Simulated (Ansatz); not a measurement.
The system is CuO (Tenorite).

```xyz
4
Lattice="2.3418 -1.7113 0.0000 2.3418 1.7113 0.0000 -0.8500 0.0000 5.0579" Properties=species:S:1:pos:R:3 pbc="T T T"
Cu    0.7459   -0.8557    2.5289
Cu    1.1709    0.8557    0.0000
O     1.7043    0.2793    3.7934
O     2.1293   -0.2793    1.2645
```

* Program: Ansatz 0.2.0
* Task: relaxation of cell and atoms
* Functional: r2SCAN
* Dispersion: D3(BJ)-ATM
* Potentials or basis: Ansatz PAW
* Cutoff: 500 eV (not typed: the program's choice for these potentials)
* k mesh: 10 × 10 × 5
* Occupations: fermi-dirac, width 0.05 eV
* Spin: no spin polarisation

At the start: volume 10.13 Å³/atom.

Problem. How do energy, volume and symmetry change on relaxing?

Solution. It ends after 13 steps and the volume is 10.64 Å³/atom (+5.0 %); space group P4_2/mmc (No. 131, to 0.05 Å).

The path:
```csv
step,energy change (eV),largest force (eV/Å),volume (Å³)
1,0.0000,0.2854,40.54
2,-0.0133,0.2317,40.53
3,-0.0468,0.0408,41.10
4,-0.0592,0.0200,41.42
5,-0.0790,0.0016,42.21
6,-0.0824,0.0033,42.42
7,-0.0828,0.0005,42.38
8,-0.0828,0.0000,42.42
9,-0.0905,0.0003,42.42
10,-0.0923,0.0006,42.53
11,-0.0932,0.0044,42.59
12,-0.0932,0.0002,42.58
13,-0.0934,0.0002,42.58
```

Final structure:
```xyz
4
Lattice="2.0371 -2.0345 0.1597 2.0371 2.0345 0.1597 -0.3946 0.0000 5.1056" Properties=species:S:1:pos:R:3 pbc="T T T"
Cu    0.8213   -1.0173    2.6326
Cu    1.0185    1.0173    0.0798
O     1.7412   -0.0013    3.9889
O     1.9385    0.0013    1.4361
```

Caveat: the plane-wave basis is chosen anew once the cell has moved, so the energies of steps on either side of that aren't comparable; the run has no spin polarisation, though such a crystal can be magnetic; pairwise dispersion overbinds metals, which lowers pressure and volume; the PAW data sets come from PBE, with cores solved anew for the run's functional, which leaves a small shift of forces and pressure.
